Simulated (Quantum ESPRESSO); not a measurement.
# PbSe (Clausthalite) (Fm-3m) in Quantum ESPRESSO: single point with LDA

Aim: the single point of PbSe (Clausthalite) with LDA.

Program: Quantum ESPRESSO 7.5. These are calculated values, not measurements. Logs are shortened: lines on timing, memory, paths and dates and some standing lists are left out, and cuts for length are marked.

## 1. The undisturbed crystal

The structure is cubic, space group Fm-3m (No. 225). Conventional cell: a = 6.121 Å, b = 6.121 Å, c = 6.121 Å, α = 90.00°, β = 90.00°, γ = 90.00°. Around Pb (site symmetry m-3m) lie 6 Se at 3.06 Å. Around Se (site symmetry m-3m) lie 6 Pb at 3.06 Å.

## 2. Single point, LDA, non-collinear spin, ferromagnetic start, spin-orbit coupling (volume scaled by 1.15)

File pw.in:

```
&CONTROL
  calculation = 'scf'
  prefix = 'pwscf'
  outdir = './tmp'
  pseudo_dir = './pseudo'
  tprnfor = .true.
  tstress = .true.
  disk_io = 'nowf'
/
&SYSTEM
  ibrav = 0
  nat = 2
  ntyp = 2
  ecutwfc = 46
  ecutrho = 320
  nbnd = 38
  input_dft = 'pz'
  occupations = 'smearing'
  smearing = 'mv'
  degauss = 0.00734986
  noncolin = .true.
  lspinorb = .true.
  starting_magnetization(1) = 0.0358
  angle1(1) = 90
  angle2(1) = 45
  starting_magnetization(2) = 0
/
&ELECTRONS
  conv_thr = 4d-10
  electron_maxstep = 120
  mixing_beta = 0.3
/
ATOMIC_SPECIES
Pb   207.2000 Pb.upf
Se    78.9710 Se.upf
CELL_PARAMETERS angstrom
   0.0000000000    3.2066110309    3.2066110309
   3.2066110309    0.0000000000    3.2066110309
   3.2066110309    3.2066110309    0.0000000000
ATOMIC_POSITIONS crystal
Pb     0.0000000000    0.0000000000    0.0000000000
Se     0.5000000000    0.5000000000    0.5000000000
K_POINTS automatic
8 8 8 0 0 0
```

Potentials or basis: PSlibrary FR USPP PBE.

Command:

```bash
OMP_NUM_THREADS=1 pw.x -in pw.in > pw.out
```

pw.out:

```text
This program is part of the open-source Quantum ESPRESSO suite
     for quantum simulation of materials; please cite
         "P. Giannozzi et al., J. Phys.:Condens. Matter 21 395502 (2009);
         "P. Giannozzi et al., J. Phys.:Condens. Matter 29 465901 (2017);
         "P. Giannozzi et al., J. Chem. Phys. 152 154105 (2020);
     in publications or presentations arising from this work. More details at

     file Pb.upf: wavefunction(s)  6S 5D renormalized

     IMPORTANT: XC functional enforced from input :
     Exchange-correlation= PZ
                           (   1   1   0   0   0   0   0)
     Any further DFT definition will be discarded
     Please, verify this is what you really want

     Message from routine setup:
     using ibrav=0 with symmetry is DISCOURAGED, use correct ibrav instead

     G-vector sticks info
     --------------------
     sticks:   dense  smooth     PW     G-vecs:    dense   smooth      PW
     Sum        1627     931    283                43143    18883    3119

     Using Slab Decomposition

     bravais-lattice index     =            0
     lattice parameter (alat)  =       8.5696  a.u.
     unit-cell volume          =     445.0056 (a.u.)^3
     number of atoms/cell      =            2
     number of atomic types    =            2
     number of electrons       =        20.00
     number of Kohn-Sham states=           38
     kinetic-energy cutoff     =      46.0000  Ry
     charge density cutoff     =     320.0000  Ry
     scf convergence threshold =      4.0E-10
     mixing beta               =       0.3000
     number of iterations used =            8  plain     mixing
     Exchange-correlation= PZ
                           (   1   1   0   0   0   0   0)
     Noncollinear calculation with spin-orbit

     celldm(1)=   8.569592  celldm(2)=   0.000000  celldm(3)=   0.000000
     celldm(4)=   0.000000  celldm(5)=   0.000000  celldm(6)=   0.000000

     crystal axes: (cart. coord. in units of alat)
               a(1) = (   0.000000   0.707107   0.707107 )
               a(2) = (   0.707107   0.000000   0.707107 )
               a(3) = (   0.707107   0.707107   0.000000 )

     reciprocal axes: (cart. coord. in units 2 pi/alat)
               b(1) = ( -0.707107  0.707107  0.707107 )
               b(2) = (  0.707107 -0.707107  0.707107 )
               b(3) = (  0.707107  0.707107 -0.707107 )

     PseudoPot. # 1 for Pb read from file:
     Pb.upf
     Pseudo is Ultrasoft + core correction, Zval = 14.0
     Generated using "atomic" code by A. Dal Corso  v.5.0.2 svn rev. 9415
     Using radial grid of 1281 points, 10 beta functions with:
                l(1) =   0
                l(2) =   0
                l(3) =   1
                l(4) =   1
                l(5) =   1
                l(6) =   1
                l(7) =   2
[... 133 lines left out ...]
     new r_m :   0.2917 (alat units)  2.4996 (a.u.) for type    1
     new r_m :   0.2917 (alat units)  2.4996 (a.u.) for type    2

     Initial potential from superposition of free atoms

     starting charge      19.9989, renormalised to      20.0000

 ==============================================================================
     atom number    1 relative position :    0.0000   0.0000   0.0000
     charge :    12.310368  (integrated on a sphere of radius 0.292)
     magnetization :          0.308849    0.308849    0.000000
     magnetization/charge:    0.025089    0.025089    0.000000
     polar coord.: r, theta, phi [deg] :     0.436779   90.000000   45.000000

 ==============================================================================

 ==============================================================================
     atom number    2 relative position :    0.7071   0.7071   0.7071
     charge :     4.942406  (integrated on a sphere of radius 0.292)
     magnetization :          0.004948    0.004948    0.000000
     magnetization/charge:    0.001001    0.001001    0.000000
     polar coord.: r, theta, phi [deg] :     0.006997   90.000000   45.000000

 ==============================================================================
     Starting wfcs are   26 randomized atomic wfcs +   12 random wfcs

     Self-consistent Calculation

     iteration #  1     ecut=    46.00 Ry     beta= 0.30
     Davidson diagonalization with overlap
     ethr =  1.00E-02,  avg # of iterations =  7.1

     Threshold (ethr) on eigenvalues was too large:
     Diagonalizing with lowered threshold

     Davidson diagonalization with overlap
     ethr =  5.86E-04,  avg # of iterations =  1.7

     WARNING: integrated charge=    20.00000242, expected=    20.00000000

     total energy              =    -165.69611535 Ry
     estimated scf accuracy    <       0.11699671 Ry

     total magnetization       =     0.00     0.00     0.00 Bohr mag/cell
     absolute magnetization    =     0.02 Bohr mag/cell
[... 104 lines left out ...]
 ==============================================================================
     atom number    2 relative position :    0.7071   0.7071   0.7071
     charge :     5.140274  (integrated on a sphere of radius 0.292)
     magnetization :         -0.000011   -0.000011   -0.000000
     magnetization/charge:   -0.000002   -0.000002   -0.000000
     polar coord.: r, theta, phi [deg] :     0.000015   90.000000 -135.000000

 ==============================================================================

     End of self-consistent calculation

          k = 0.0000 0.0000 0.0000 (  2397 PWs)   bands (ev):

   -11.8490 -11.8490 -11.8490 -11.8490  -9.2930  -9.2930  -9.2923  -9.2923
    -9.2923  -9.2923  -6.6525  -6.6524  -0.6119  -0.6119   4.1202   4.1202
     4.7699   4.7699   4.7700   4.7700   8.6352   8.6352  10.8645  10.8645
    10.8645  10.8645  12.5702  12.5702  12.5702  12.5702  12.6872  12.6872
    13.4334  13.4334  14.3720  14.3720  14.8209  14.8209
[... 747 lines left out ...]
   -11.8507 -11.8507 -11.8446 -11.8446  -9.3284  -9.3284  -9.2883  -9.2883
    -9.2745  -9.2745  -5.6275  -5.6275  -1.6971  -1.6971   2.4106   2.4106
     2.6369   2.6369   5.3632   5.3632   7.5204   7.5204  10.4589  10.4589
    10.7539  10.7539  13.0856  13.0856  13.5915  13.5915  17.0679  17.0680
    17.8944  17.8944  18.4421  18.4421  19.0413  19.0413

     the Fermi energy is     5.8677 ev

!    total energy              =    -165.71063741 Ry
     estimated scf accuracy    <          2.0E-10 Ry
     smearing contrib. (-TS)   =      -0.00003194 Ry
     internal energy E=F+TS    =    -165.71060548 Ry

     The total energy is F=E-TS. E is the sum of the following terms:
     one-electron contribution =     -48.27532256 Ry
     hartree contribution      =      35.08435635 Ry
     xc contribution           =     -49.64488657 Ry
     ewald contribution        =    -102.87475270 Ry

     total magnetization       =    -0.00    -0.00     0.00 Bohr mag/cell
     absolute magnetization    =     0.00 Bohr mag/cell

     convergence has been achieved in  11 iterations

     Forces acting on atoms (cartesian axes, Ry/au):

     atom    1 type  1   force =     0.00000000    0.00000000    0.00000000
     atom    2 type  2   force =     0.00000000    0.00000000    0.00000000

     Total force =     0.000000     Total SCF correction =     0.000000

     Computing stress (Cartesian axis) and pressure

          total   stress  (Ry/bohr**3)                   (kbar)     P=      -67.88
  -0.00046141  -0.00000000   0.00000000          -67.88       -0.00        0.00
  -0.00000000  -0.00046141  -0.00000000           -0.00      -67.88       -0.00
   0.00000000  -0.00000000  -0.00046141            0.00       -0.00      -67.88

=------------------------------------------------------------------------------=
   JOB DONE.
=------------------------------------------------------------------------------=
```

Wall time 7.5 min (1 thread of Arm Neoverse V1, shared host); peak memory 0.76 GiB.

Results:

```
Free energy            : -2254.6081 eV
Pressure               : -6.8 GPa
Band gap on the k mesh : 0.03 eV, direct
Net moment             : 0.00 μB per cell
Absolute moment        : 0.00 μB per cell
```

Levels at points of the mesh, in eV from the valence-band top:
```csv
k point,band 16,band 17,band 18,band 19,band 20,band 21,band 22,band 23,band 24,band 25
"(0.00, 0.00, 0.00)",-1.72,-1.07,-1.07,-1.07,-1.07,2.80,2.80,5.03,5.03,5.03
"(0.00, 0.00, -0.50)",-1.05,-0.81,-0.81,0.00,0.00,0.03,0.03,1.59,1.59,2.42
"(0.00, -0.50, -0.50)",-3.97,-2.68,-2.68,-2.21,-2.21,4.06,4.06,4.20,4.20,5.62
"(0.50, 0.00, 0.00)",-1.05,-0.81,-0.81,0.00,0.00,0.03,0.03,1.59,1.59,2.42
"(-0.50, -0.50, 0.00)",-3.97,-2.68,-2.68,-2.21,-2.21,4.06,4.06,4.20,4.20,5.62
```

Moments on the atoms (μB; x, y, z):
```
Pb  0.00 0.00 0.00
Se  0.00 0.00 0.00
```

Caveat: the potentials were made for another functional, which shifts forces and pressure; this smearing can shift energies of a crystal with a gap.
